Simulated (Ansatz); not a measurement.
# Leakage through LiH between Pt(100) and Pt(100): one more thickness

The current through thinner LiH barriers is known. What leaks through 5 layers at 0.25 V?

How it was computed: Ansatz 0.2.0, plane waves with PAW datasets, PBE; a slab with two metal leads whose outer parts are reservoirs, with density and current solved under bias (Landauer, 300 K). The LiH is strained to the lead's lattice, the interfaces are relaxed in a short slab (PBE+D3(BJ)), and bulk layers are laid on.

Results; the value marked ? is to be predicted:

| layers of LiH | cell length (Å) | drop between the leads' cuts at 0.25 V (V) | current density at 0.25 V (A/m²) |
| --- | --- | --- | --- |
| 1 | 62.80 | 0.210 | 1.63×10¹⁴ |
| 2 | 64.66 | 0.221 | 1.05×10¹⁴ |
| 3 | 66.57 | 0.241 | 4.24×10¹³ |
| 4 | 68.50 | 0.245 | 2.11×10¹³ |
| 5 | 70.44 | 0.247 | ? |

**Fit on the rows shown.**

Deep in a barrier the current should fall by a fixed factor for each layer; the steps shown give 1.5, 2.5 and 2.0 per layer. A straight line through ln J for 2, 3 and 4 layers has the slope −0.8032 per layer, a factor of 2.2; with about 1.92 Å per layer that is β = 0.42 Å⁻¹. Then J = exp(33.859 − 0.8032 × 5). Predicted: 9.13×10¹² A/m².

**The withheld run.**

1.14×10¹³ A/m², so the prediction is 20 % too low. From 4 to 5 layers the current falls by 1.9 per layer, against the fitted 2.2.

Caveats: On every other k-point the currents of these runs, at any bias, move by up to 6.3 %. A semilocal functional makes the barrier's gap too small; each thickness has its own relaxed interfaces. Spin-orbit coupling is left out, which matters for Pt.
